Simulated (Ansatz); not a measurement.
# Co: which structure wins at one pressure, part 2 of 2

Aim: bring Co in several structures (hcp, beta tin, omega, sc) to one pressure and rank them by enthalpy. The pressure is set by scaling the first phase. The runs shown use LAPW. Companion runs by PAW are cited.

Ansatz 0.2.0; DFT PBE; a cell built from a prototype (hcp type), not taken from measurement. Earlier steps stand in the parts before.

### 4 Omega relaxed under pressure, LAPW

Input file input.yaml:

```yaml
crystal:
  lattice:
    - [3.9271193705, 0.0, 0.0]
    - [-1.9635596852, 3.4009851385, 0.0]
    - [0.0, 0.0, 2.4128619138]
  atoms:
    - { symbol: Co, position: [0.0, 0.0, 0.0], spin: 1.7 }
    - { symbol: Co, position: [0.3333333333, 0.6666666667, 0.5], spin: 1.7 }
    - { symbol: Co, position: [0.6666666667, 0.3333333333, 0.5], spin: 1.7 }
magnetization:
  spin_polarized: true
kpoints:
  mp_grid: { grid: [9, 9, 13] }
scf:
  occupations: { method: fermi_dirac, width: 0.1 }
hamiltonian:
  xc: pbe
  pseudopotentials: { kind: all_electron, lapw: { basis_error: 0.0005 } }
output:
  forces: true
  stress: true
  eigenvalues: true
relax:
  f_tol: 0.005
  max_steps: 12
  cell: { p_target: 6.5, stress_tol: 0.03 }
```

The run is started by

```sh
$ ansatz run input.yaml --threads 2 --pin off --max-ram 7168MiB --backend cpu --events-out ev --progress --plain --runs-dir out
```

Log:

```text
The last accepted step is kept in <dir> (removed where the run ends without a failure and the disk answers)
LAPW: plane waves up to 10.754 Å⁻¹, error target 5.0e-4 eV per atom; small_component_spin mean_spin; Co in spheres of 1.100 Å, 17 of its electrons in bands, Dirac shells []
Engine: ansatz 0.2.0
Pseudopotentials: kind: all_electron
Pseudopotential: Co, LAPW, valence charge 17, Koelling and Harmon's equation, gaussian nucleus
Functional definition: PBE
  parameter kappa = 0.804
  parameter beta = 0.06672455060314922
  exchange = pbe_x(kappa = kappa, mu = beta*pi^2/3)
  correlation = pbe_c(beta = beta)
Crystal: 3 atoms, lattice volume = 32.226 Å³
Basis set: ecut = 440.65401351864904 eV, 681 PW (Γ), exchange–correlation at level 2
Bands: 34, of which v1, the nominal top of the filled ones, is band 26 counted from 1 (25 counted from 0)
Symmetry: 24 space group operations
Space group: P6/mmm (ITA 191), of the structure as read, at distance tolerance 3.2e-5 Å
Magnetic group: BNS 191.233 (UNI 1463), of the structure as read, at distance tolerance 3.2e-5 Å
k-points: 84 of 1053
Non-local potential: Co, projectors of the file, none
Initial density: superposition of atomic densities (chi_scale 0.1, normalization cell)
Starting moments: Σ|m| = 5.1 μB on 3 of 3 sites
Initial wavefunctions: plane waves of lowest kinetic energy (no species holds an atomic orbital)
Functional: x = pbe(κ = 0.804, μ = 0.2195149727645171), c = pbe(β = 0.06672455060314922)
iter 1 solved again at ethr=8.39e-5 eV; its pass at ethr=1.00e-1 eV (dr2=4.28e-2 eV) is discarded
SCF iter   1: F=—  HF=-113752.324714 eV  |F-HF|=—  |Δ(HF+E_count)|=         —  Δρ=1.36e-2 (↑8.06e-3 ↓1.36e-2)  dr2=4.31e-2  dr2_m=2.29e-2  M=4.647 μB ∫|m|=4.770 μB  β_m=0.30  ethr=8.39e-5  ⟨swp⟩=3.0  Hψ=38943  notcnv=0
Mixer restart at iter 1: flushing history
preconditioner: auto → none  [metal: Δε(μ)=0.003 eV  Ē_g=8.869 eV  σ=0.100 eV  W_gap=0.01  n_scr=8 (ndim 8)  ℏωp=34.0 eV  f_vac=0.000  D(μ)=2.84/eV (n_scr^D=32)  sad-step TF]
SCF iter   2: F=—  HF=-113752.448245 eV  |F-HF|=—  |Δ(HF+E_count)|=         —  Δρ=1.16e-2 (↑7.73e-3 ↓1.16e-2)  dr2=2.53e-2  dr2_m=2.14e-2  M=4.891 μB ∫|m|=5.100 μB  β_m=0.30  ethr=8.39e-5  ⟨swp⟩=2.0  Hψ=16023  notcnv=0  defer=1
Mixer restart at iter 2: flushing history
SCF iter   3: F=—  HF=-113752.471979 eV  |F-HF|=—  |Δ(HF+E_count)|=   2.37e-2  Δρ=8.92e-3 (↑5.77e-3 ↓8.92e-3)  dr2=1.01e-2  dr2_m=1.33e-2  M=4.890 μB ∫|m|=5.145 μB  β_m=0.61  ethr=4.97e-5  ⟨swp⟩=2.0  Hψ=16003  notcnv=0
SCF iter   4: F=—  HF=-113752.519258 eV  |F-HF|=—  |Δ(HF+E_count)|=   4.73e-2  Δρ=1.32e-3 (↑1.08e-3 ↓1.32e-3)  dr2=1.68e-3  dr2_m=2.10e-4  M=4.897 μB ∫|m|=5.320 μB  β_m=0.61  ethr=1.98e-5  ⟨swp⟩=3.0  Hψ=19142  notcnv=0
SCF iter   5: F=—  HF=-113752.520419 eV  |F-HF|=—  |Δ(HF+E_count)|=         —  Δρ=2.93e-3 (↑6.83e-4 ↓2.93e-3)  dr2=8.34e-3  dr2_m=4.01e-4  M=4.898 μB ∫|m|=5.336 μB  β_m=0.61  ethr=3.29e-6  ⟨swp⟩=3.0  Hψ=17430  notcnv=0
the basis was enlarged: its passes take 1.6 MiB over the memory plan, 2 of 2 planned eigensolver slots
iter 6 solved again at ethr=5.56e-8 eV; its pass at ethr=3.29e-6 eV (dr2=2.84e-5 eV) is discarded
SCF iter   6: F=—  HF=-113752.519858 eV  |F-HF|=—  |Δ(HF+E_count)|=   5.61e-4  Δρ=2.88e-4 (↑1.86e-4 ↓2.88e-4)  dr2=2.82e-5  dr2_m=9.15e-6  M=4.901 μB ∫|m|=5.342 μB  β_m=0.60  ethr=5.56e-8  ⟨swp⟩=2.0  Hψ=27477  notcnv=0
SCF iter   7: F=—  HF=-113752.519793 eV  |F-HF|=—  |Δ(HF+E_count)|=   6.46e-5  Δρ=2.21e-4 (↑1.56e-4 ↓2.21e-4)  dr2=2.43e-5  dr2_m=4.34e-6  M=4.902 μB ∫|m|=5.343 μB  β_m=0.53  ethr=5.54e-8  ⟨swp⟩=3.0  Hψ=18255  notcnv=0
SCF iter   8: F=—  HF=-113752.519800 eV  |F-HF|=—  |Δ(HF+E_count)|=   6.23e-6  Δρ=6.76e-5 (↑5.28e-5 ↓6.76e-5)  dr2=9.69e-7  dr2_m=6.41e-7  M=4.902 μB ∫|m|=5.343 μB  β_m=0.70  ethr=4.76e-8  ⟨swp⟩=2.0  Hψ=15977  notcnv=0
SCF iter   9: F=—  HF=-113752.519804 eV  |F-HF|=—  |Δ(HF+E_count)|=   4.54e-6  Δρ=2.66e-5 (↑3.46e-6 ↓2.66e-5)  dr2=4.13e-7  dr2_m=5.28e-8  M=4.903 μB ∫|m|=5.342 μB  β_m=0.85  ethr=1.90e-9  ⟨swp⟩=3.0  Hψ=16771  notcnv=0
SCF iter  10: F=—  HF=-113752.519804 eV  |F-HF|=—  |Δ(HF+E_count)|=   6.23e-8  Δρ=6.95e-6 (↑1.44e-6 ↓6.95e-6)  dr2=3.41e-8  dr2_m=4.11e-9  M=4.903 μB ∫|m|=5.342 μB  β_m=0.92  ethr=8.09e-10  ⟨swp⟩=2.0  Hψ=15977  notcnv=0
SCF iter  11: F=—  HF=-113752.519804 eV  |F-HF|=—  |Δ(HF+E_count)|=  4.37e-10  Δρ=6.58e-7 (↑3.55e-7 ↓6.58e-7)  dr2=3.06e-10  dr2_m=2.27e-11  M=4.903 μB ∫|m|=5.342 μB  β_m=0.84  ethr=6.68e-11  ⟨swp⟩=2.0  Hψ=15977  notcnv=0
SCF iter  12: F=-113752.519804 eV  HF=-113752.519804 eV  |F-HF|=6.11e-10  |Δ(HF+E_count)|=  8.44e-10  Δρ=5.05e-7 (↑1.22e-7 ↓5.05e-7)  dr2=2.30e-10  dr2_m=1.19e-11  M=4.903 μB ∫|m|=5.342 μB  ethr=1.67e-12 (applied; sched 1.00e-12)  ⟨swp⟩=2.0  Hψ=15977  notcnv=0
SCF 1 converged in 12 iterations: F = -113752.519804 eV  dr2 = 2.30e-10
relax step   1: F+E_penalty+E_count = -113752.51980430 eV  Δ(F+E_penalty+E_count) = +0.000e0 eV  max|allowed force component| = 4.626e-18 eV/Å  Δτ_max = 0.0000 Å  P = +6.412 GPa  Ω = 32.226 Å³  (12 SCF iters, accepted)
Crystal: 3 atoms, lattice volume = 32.219 Å³
Basis set: ecut = 440.71837196812396 eV, 681 PW (Γ), exchange–correlation at level 2
Initial density: handed on by an earlier stage of this run
Starting moments: Σ|m| = 5.1 μB on 3 of 3 sites; this step starts from the density that it was given
Initial wavefunctions: those handed on with the density
iter 1 solved again at ethr=9.47e-11 eV; its pass at ethr=1.00e-1 eV (dr2=4.83e-8 eV) is discarded
SCF iter   1: F=—  HF=-113752.519522 eV  |F-HF|=—  |Δ(HF+E_count)|=         —  Δρ=1.11e-5 (↑9.90e-6 ↓1.11e-5)  dr2=4.02e-8  dr2_m=2.21e-8  M=4.902 μB ∫|m|=5.341 μB  β_m=0.65  ethr=9.47e-11  ⟨swp⟩=4.7  Hψ=35621  notcnv=0
preconditioner: auto → none  [metal: Δε(μ)=0.017 eV  Ē_g=8.930 eV  σ=0.100 eV  W_gap=0.04  n_scr=6 (ndim 8)  ℏωp=34.0 eV  f_vac=0.000  D(μ)=2.15/eV (n_scr^D=26)]
iter 2 solved again at ethr=3.04e-12 eV; its pass at ethr=7.87e-11 eV (dr2=1.55e-9 eV) is discarded
SCF iter   2: F=—  HF=-113752.519522 eV  |F-HF|=—  |Δ(HF+E_count)|=   2.24e-8  Δρ=3.49e-6 (↑2.46e-6 ↓3.49e-6)  dr2=1.55e-9  dr2_m=2.22e-9  M=4.902 μB ∫|m|=5.342 μB  β_m=0.58  ethr=3.04e-12  ⟨swp⟩=2.0  Hψ=27483  notcnv=0
SCF iter   3: F=-113752.519522 eV  HF=-113752.519522 eV  |F-HF|=7.96e-8  |Δ(HF+E_count)|=   1.93e-8  Δρ=3.25e-6 (↑3.01e-6 ↓3.25e-6)  dr2=9.43e-9  dr2_m=2.19e-10  M=4.902 μB ∫|m|=5.342 μB  ethr=3.04e-12  ⟨swp⟩=3.0  Hψ=18455  notcnv=0
SCF 2 converged in 3 iterations: F = -113752.519522 eV  dr2 = 9.43e-9
relax step   2: F+E_penalty+E_count = -113752.51952192 eV  Δ(F+E_penalty+E_count) = +2.824e-4 eV  max|allowed force component| = 2.159e-17 eV/Å  Δτ_max = 0.0000 Å  P = +6.462 GPa  Ω = 32.219 Å³  (3 SCF iters, accepted)
Crystal: 3 atoms, lattice volume = 32.214 Å³
Basis set: ecut = 440.7684166107016 eV, 681 PW (Γ), exchange–correlation at level 2
iter 1 solved again at ethr=1.14e-10 eV; its pass at ethr=1.00e-1 eV (dr2=5.81e-8 eV) is discarded
SCF iter   1: F=—  HF=-113752.519300 eV  |F-HF|=—  |Δ(HF+E_count)|=         —  Δρ=1.10e-5 (↑9.10e-6 ↓1.10e-5)  dr2=5.07e-8  dr2_m=1.69e-8  M=4.902 μB ∫|m|=5.341 μB  β_m=0.65  ethr=1.14e-10  ⟨swp⟩=4.5  Hψ=35491  notcnv=0
preconditioner: auto → none  [metal: Δε(μ)=0.017 eV  Ē_g=8.931 eV  σ=0.100 eV  W_gap=0.04  n_scr=6 (ndim 8)  ℏωp=34.0 eV  f_vac=0.000  D(μ)=2.15/eV (n_scr^D=26)]
iter 2 solved again at ethr=4.37e-12 eV; its pass at ethr=9.95e-11 eV (dr2=2.23e-9 eV) is discarded
SCF iter   2: F=—  HF=-113752.519300 eV  |F-HF|=—  |Δ(HF+E_count)|=   5.04e-8  Δρ=3.43e-6 (↑1.80e-6 ↓3.43e-6)  dr2=2.22e-9  dr2_m=1.55e-9  M=4.902 μB ∫|m|=5.341 μB  β_m=0.52  ethr=4.37e-12  ⟨swp⟩=2.0  Hψ=27661  notcnv=0
SCF iter   3: F=-113752.519300 eV  HF=-113752.519300 eV  |F-HF|=7.50e-8  |Δ(HF+E_count)|=   1.26e-8  Δρ=3.66e-6 (↑3.30e-6 ↓3.66e-6)  dr2=1.15e-8  dr2_m=4.96e-10  M=4.902 μB ∫|m|=5.341 μB  ethr=4.36e-12  ⟨swp⟩=3.0  Hψ=18443  notcnv=0
SCF 3 converged in 3 iterations: F = -113752.519300 eV  dr2 = 1.15e-8
relax step   3: F+E_penalty+E_count = -113752.51930041 eV  Δ(F+E_penalty+E_count) = +2.215e-4 eV  max|allowed force component| = 4.626e-17 eV/Å  Δτ_max = 0.0000 Å  P = +6.502 GPa  Ω = 32.214 Å³  (3 SCF iters, accepted)
iter 1 solved again at ethr=2.25e-12 eV; its pass at ethr=1.00e-1 eV (dr2=1.15e-9 eV) is discarded
SCF iter   1: F=—  HF=-113752.519301 eV  |F-HF|=—  |Δ(HF+E_count)|=         —  Δρ=2.00e-6 (↑2.00e-6 ↓1.54e-6)  dr2=1.07e-9  dr2_m=5.73e-10  M=4.902 μB ∫|m|=5.341 μB  β_m=0.65  ethr=2.39e-12 (applied; sched 2.25e-12)  ⟨swp⟩=3.2  Hψ=27245  notcnv=0  trunc=12  reapply=14
SCF iter   2: F=—  HF=-113752.519301 eV  |F-HF|=—  |Δ(HF+E_count)|=   1.26e-8  Δρ=5.99e-7 (↑4.92e-7 ↓5.99e-7)  dr2=2.00e-10  dr2_m=5.42e-11  M=4.902 μB ∫|m|=5.341 μB  β_m=0.42  ethr=2.10e-12  ⟨swp⟩=3.0  Hψ=18514  notcnv=0
SCF iter   3: F=-113752.519301 eV  HF=-113752.519301 eV  |F-HF|=5.78e-9  |Δ(HF+E_count)|=   1.43e-9  Δρ=1.22e-6 (↑1.14e-6 ↓1.22e-6)  dr2=1.04e-9  dr2_m=3.08e-11  M=4.902 μB ∫|m|=5.341 μB  ethr=1.89e-12 (applied; sched 1.00e-12)  ⟨swp⟩=3.0  Hψ=17693  notcnv=0
SCF 4 converged in 3 iterations: F = -113752.519301 eV  dr2 = 1.04e-9
relax step   4: F+E_penalty+E_count = -113752.51930060 eV  Δ(F+E_penalty+E_count) = -1.885e-7 eV  max|allowed force component| = 5.551e-17 eV/Å  Δτ_max = 0.0000 Å  P = +6.503 GPa  Ω = 32.214 Å³  stress off target by 3.26e-3 GPa  SCF on the basis re-selected at this cell (its energy is not comparable with the rows above)  (3 SCF iters)
basis re-selected at this cell: Δ(F+E_penalty+E_count) = -1.885e-7 eV, ΔP = +0.001 GPa vs the last step (what re-selecting the basis moved, after the strain that the cell walked since its last selection, with what the two solves' SCF thresholds leave and, on support functions, any second-order correction that the steps lacked; it is no measure of the basis error at this ecutwfc). This SCF's stress stands 3.26e-3 GPa from its target on what of the cell is left free (relax.cell.stress_tol is 3.00e-2 GPa) and its largest allowed force component is 5.55e-17 eV/Å (relax.f_tol is 5.00e-3 eV/Å): within both
SCF converged after 3 iterations
Magnetization: 4.9019 μB (27.9510 up, 23.0490 down)
Absolute magnetization: 5.3411 μB (∫|ρ↑−ρ↓|)
Spin contamination: 0.0785 ħ² per cell (⟨S²⟩ above its minimum at these occupations)
Per-site moments (μB) at R_I (Å): [(1.6700314141364867, 1.0995091264325894), (1.7227549258961439, 1.0995091264325894), (1.7227549258961439, 1.0995091264325894)]
Free energy (F): -113752.519301 eV
Harris-Foulkes:  -113752.519301 eV  (|F-HF|=5.78e-9)
Internal energy: -113752.443663 eV  (E = F + TS)
E sigma→0 (E₀):  -113752.481482 eV
Entropy (-TS):   -0.075638 eV (-25.213 meV/atom)
Fermi energy:    19.432930 eV
--- Per-component energies (eV) ---
  E_band       = -700.467368
  E_kinetic    = 115448.541656
  E_xc         = -4875.265277
  E_electrostatic = -224325.720042  (all electrons and nuclei)
  E_smearing   = -0.075638  (= −TS)
  E_closure    = 0.000000  (closes the sum)
  E_atoms      = -113727.867788  (free atoms, spherical and without spin; not in F)
  Σ components = -113752.519301   (vs F -113752.519301, Δ=0.00e0)
  Basis errors (estimates in eV, not in F): energy 1.8e-4 per atom: plane waves 1.6e-4 (8.6e-5 summed), levels above the bands 9.3e-48, relativity 1.0e-8, radial functions 2.2e-5, core shells 4.4e-8; eigenvalues (radial functions only) 1.1e-7; not estimated: angular momenta, meshes, grids; target (lapw.basis_error) 5.0e-4; muffin-tin radii Co 1.100 Å
--- Forces (eV/Å), atoms counted from 1 ---
  atom   1  Co     0.00000000     0.00000000     0.00000000
  atom   2  Co    -0.00000000    -0.00000000     0.00000000
  atom   3  Co     0.00000000     0.00000000    -0.00000000
  max |Σ_I F_I| component: 9.25e-18 eV/Å
--- Stress (GPa, compression-positive) ---
        6.503255      -0.000000      -0.000000
       -0.000000       6.503255      -0.000000
       -0.000000      -0.000000       6.501515
  P = ⅓ Tr σ = 6.5027 GPa (65.027 kbar)
--- Band table (eV; the first three rows and the last of 168) ---
  k-point 0 ↑: bands = ["-76.8134", "-76.7253", "-76.5796", "-40.1720", "-40.1720", "-39.9520", "-39.9516", "-39.9516", "-39.8882", "-39.7767", "-39.7767", "-39.7146", "10.2503", "14.5902", "15.8730", "15.8730", "15.9181", "15.9181", "16.1427", "16.5444", "17.0046", "17.0046", "17.2939", "17.2939", "17.5033", "17.5033", "18.7135", "18.7135", "25.8383", "25.8383", "25.8402", "25.8402", "28.4641", "28.5282"]
  k-point 1 ↑: bands = ["-76.8117", "-76.7238", "-76.5782", "-40.1705", "-40.1705", "-39.9652", "-39.9481", "-39.9481", "-39.9008", "-39.7778", "-39.7778", "-39.7281", "10.4164", "14.6877", "15.7767", "15.7767", "15.8534", "15.8534", "16.2953", "16.6449", "16.8962", "16.8962", "17.4629", "17.4629", "17.4843", "17.4843", "18.6877", "18.6877", "25.9958", "25.9958", "26.0200", "26.0200", "28.5084", "28.5584"]
  k-point 2 ↑: bands = ["-76.8070", "-76.7198", "-76.5744", "-40.1664", "-40.1664", "-40.0017", "-39.9380", "-39.9380", "-39.9355", "-39.7812", "-39.7812", "-39.7655", "10.9027", "14.9524", "15.5167", "15.5167", "15.6819", "15.6819", "16.7313", "16.8078", "16.8078", "16.9429", "17.4140", "17.4140", "17.7178", "17.7178", "18.6368", "18.6368", "26.4456", "26.4456", "26.5431", "26.5431", "28.5990", "28.6473"]
  k-point 83 ↓: bands = ["-74.6372", "-74.6372", "-74.5216", "-38.2021", "-38.0835", "-38.0835", "-37.9809", "-37.9809", "-37.9584", "-37.8135", "-37.8135", "-37.7947", "15.2196", "16.2485", "16.2485", "16.6222", "16.7737", "16.7737", "18.0583", "18.0583", "18.6522", "18.6522", "19.4761", "20.4817", "20.6950", "20.7660", "20.7660", "21.1261", "23.6535", "23.6535", "26.8948", "26.8948", "27.9292", "35.3792"]
--- Relaxed structure (3 steps of the walk, 3 accepted, 1 SCFs on fresh bases) ---
  F+E_penalty+E_count = -113752.51930060 eV   max|allowed force component| = 5.551e-17 eV/Å   (the final SCF, on the basis selected at the relaxed cell)
  cell:  # Å, volume = 32.2138 Å³
    - [3.9269669021880524, -2.8866501508981236e-11, 1.872854323800596e-31]
    - [-1.9634834510690273, 3.4008530971299673, -2.2057684096178972e-20]
    - [3.650697605300055e-35, -1.564903805642105e-20, 2.412109867834839]
  atoms:
    - { symbol: Co, position: [-4.307895225788498e-36, 4.325795101580006e-36, 0.0] }
    - { symbol: Co, position: [0.3333333333333332, 0.6666666666666665, 0.5] }
    - { symbol: Co, position: [0.6666666666666665, 0.33333333333333326, 0.5] }
```

Run time: 1.7 min. Hardware: 2 threads of Intel Xeon Platinum 8488C (Sapphire Rapids), shared host; peak memory 0.9 GiB.

The steps of the relaxation:

```
step  energy from step 1 (eV/cell)  largest force component (eV/Å)  pressure (GPa)  volume (Å³)
   1                        0.0000                          0.0000            6.41        32.23
   2                        0.0003                          0.0000            6.46        32.22
   3                        0.0005                          0.0000            6.50        32.21
   4                        0.0005                          0.0000            6.50        32.21
```

Step 1 is the start. Step 4 repeats the geometry before on a plane-wave basis chosen anew for that cell, so the energy can jump there without any move; the table keeps such jumps.

| input's cell | before | after | change |
| --- | --- | --- | --- |
| a (Å) | 3.927 | 3.927 | -0.0 % |
| b (Å) | 3.927 | 3.927 | -0.0 % |
| c (Å) | 2.413 | 2.412 | -0.0 % |
| volume (Å³/atom) | 10.74 | 10.74 | -0.0 % |

Read from it: pressure 6.50 GPa; no gap; spin moments Co1 1.67, Co2 1.72 μB.

### 5 Sc relaxed under pressure, LAPW

Input file input.yaml:

```yaml
crystal:
  lattice:
    - [2.3054780908, 0.0, 0.0]
    - [0.0, 2.3054780908, 0.0]
    - [0.0, 0.0, 2.3054780908]
  atoms:
    - { symbol: Co, position: [0.0, 0.0, 0.0], spin: 1.7 }
magnetization:
  spin_polarized: true
kpoints:
  mp_grid: { grid: [17, 17, 17] }
scf:
  occupations: { method: fermi_dirac, width: 0.1 }
hamiltonian:
  xc: pbe
  pseudopotentials: { kind: all_electron, lapw: { basis_error: 0.0005 } }
output:
  forces: true
  stress: true
  eigenvalues: true
relax:
  f_tol: 0.005
  max_steps: 12
  cell: { p_target: 6.5, stress_tol: 0.03 }
```

The run is started by

```sh
$ ansatz run input.yaml --threads 2 --pin off --max-ram 7168MiB --backend cpu --events-out ev --progress --plain --runs-dir out
```

Log, shortened:

```text
[...]
LAPW: plane waves up to 10.554 Å⁻¹, error target 5.0e-4 eV per atom; small_component_spin mean_spin; Co in spheres of 1.118 Å, 17 of its electrons in bands, Dirac shells []
[...]
Pseudopotentials: kind: all_electron
Pseudopotential: Co, LAPW, valence charge 17, Koelling and Harmon's equation, gaussian nucleus
Functional definition: PBE
[...]
Crystal: 1 atoms, lattice volume = 12.254 Å³
Basis set: ecut = 424.36178532285555 eV, 251 PW (Γ), exchange–correlation at level 2
Bands: 14, of which v1, the nominal top of the filled ones, is band 9 counted from 1 (8 counted from 0)
Symmetry: 48 space group operations
Space group: Pm-3m (ITA 221), of the structure as read, at distance tolerance 2.3e-5 Å
Magnetic group: BNS 221.92 (UNI 1594), of the structure as read, at distance tolerance 2.3e-5 Å
k-points: 165 of 4913
[...]
Starting moments: Σ|m| = 1.7 μB on 1 of 1 site
[...]
Entropy (-TS):   -0.050088 eV (-50.088 meV/atom)
Fermi energy:    16.736240 eV
[...]
--- Forces (eV/Å), atoms counted from 1 ---
  atom   1  Co     0.00000000     0.00000000     0.00000000
[...]
--- Stress (GPa, compression-positive) ---
        6.505787       0.000000       0.000000
        0.000000       6.505787       0.000000
        0.000000       0.000000       6.505787
  P = ⅓ Tr σ = 6.5058 GPa (65.058 kbar)
--- Band table (eV; the first three rows and the last of 330) ---
  k-point 0 ↑: bands = ["-79.5651", "-42.6256", "-42.6256", "-42.6256", "8.1823", "12.2701", "12.2701", "15.6850", "15.6850", "15.6850", "36.0085", "36.0085", "36.0085", "39.8803"]
[...]
--- Relaxed structure (1 steps of the walk, 1 accepted, 1 SCFs on fresh bases) ---
  F+E_penalty+E_count = -37916.81588276 eV   max|allowed force component| = 0.000e0 eV/Å   (the final SCF, on the basis selected at the relaxed cell)
  cell:  # Å, volume = 12.2541 Å³
    - [2.3054780908, 0.0, 0.0]
    - [0.0, 2.3054780908, 0.0]
    - [0.0, 0.0, 2.3054780908]
  atoms:
    - { symbol: Co, position: [0.0, 0.0, 0.0] }
```

Wall time 20 s (2 threads of Intel Xeon Platinum 8488C (Sapphire Rapids), shared host); peak memory 0.57 GiB.

The steps of the relaxation:

```
step  energy from step 1 (eV/cell)  largest force component (eV/Å)  pressure (GPa)  volume (Å³)
   1                        0.0000                          0.0000            6.51        12.25
   2                        0.0000                          0.0000            6.51        12.25
```

Step 1 is the start. Step 2 repeats the geometry before on a plane-wave basis chosen anew for that cell, so the energy can jump there without any move; the table keeps such jumps.

| input's cell | before | after | change |
| --- | --- | --- | --- |
| a (Å) | 2.305 | 2.305 | +0.0 % |
| b (Å) | 2.305 | 2.305 | +0.0 % |
| c (Å) | 2.305 | 2.305 | +0.0 % |
| volume (Å³/atom) | 12.25 | 12.25 | +0.0 % |

Read from it: pressure 6.51 GPa; no gap; spin moments Co 1.81 μB.

### 6 All runs together

Rows by PAW come from runs of the same series that aren't printed here.

Enthalpy per atom, H = F + pV at p = 6.5 GPa, from each method's lowest phase:

```
method     start  space group, start → end  volume (Å³/atom)  pressure (GPa)  enthalpy (meV/atom)  largest moment (μB)
  LAPW       hcp       P6_3/mmc → P6_3/mmc            10.553             6.5                  0.0                 1.65
  LAPW  beta tin       I4_1/amd → I4_1/amd            11.686             6.5                582.0                 1.80
  LAPW     omega           P6/mmm → P6/mmm            10.738             6.5                 90.8                 1.72
  LAPW        sc             Pm-3m → Pm-3m            12.254             6.5                842.9                 1.81
   PAW       hcp       P6_3/mmc → P6_3/mmc            10.558             6.5                  0.0                 1.66
   PAW  beta tin       I4_1/amd → I4_1/amd            11.688             6.5                583.4                 1.79
   PAW     omega           P6/mmm → P6/mmm            10.742             6.5                 91.5                 1.71
   PAW        sc             Pm-3m → Pm-3m            12.254             6.5                845.0                 1.79
```

### 7 Results

The summary covers parts 1 to 2.

| quantity | value |
| --- | --- |
| pressure | 6.5 GPa |
| lowest (LAPW) | hcp, 90.8 meV/atom under omega |
| lowest (PAW) | hcp, 91.5 meV/atom under omega |

What this shows: By LAPW the order is hcp < omega < beta tin < sc. By PAW the order is hcp < omega < beta tin < sc. The methods agree on the lowest phase. Only these structures were tried, with electrons smeared by 0.1 eV and without vibrations, so the true ground state may be another. The k meshes differ between phases and weren't tested, which can move differences by some meV. Other magnetic orders may lie lower; this is the state that the run reached.
